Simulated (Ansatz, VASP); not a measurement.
## GaSb: VASP beside Ansatz

```
CELL_PARAMETERS angstrom
0.00000 3.05900 3.05900
3.05900 0.00000 3.05900
3.05900 3.05900 0.00000
ATOMIC_POSITIONS crystal
Ga 0.00000 0.00000 0.00000
Sb 0.25000 0.25000 0.25000
```

The cell was built by a generator and needn't be a form met in nature.

Alike in both runs: task single point; functional PBEsol; k mesh 6 × 6 × 6; occupations gaussian, width 0.1 eV; no spin polarisation.

|  | VASP | Ansatz |
| --- | --- | --- |
| version | VASP 6.6.1 | Ansatz 0.2.0 |
| potentials or method | VASP PAW PBE potentials, release 64 (Ga_d, Sb) | scalar-relativistic, plane waves, PAW |
| plane-wave cutoff (eV) | 520 | 420 |
| valence electrons in the cell | 18 | 28 |

```tsv
	VASP	Ansatz	Ansatz less VASP
gap on the k mesh at the Fermi level (eV)	none	none	-
pressure (GPa)	0.0	-0.1	-0.09
```

A gap of «none» marks a metal or a gap that the smearing closes. With one functional, cell and mesh, what is left measures potentials, basis and numerics. The two sets of potentials don't hold the same shells in valence.

Caveats: the PAW data sets were made with another functional, which shifts forces and pressure a little (VASP); this crystal is a semiconductor, whose small gap the functional closes, so the metal is an error of the method. The runs have no spin-orbit coupling, so splittings on Sb are missing.
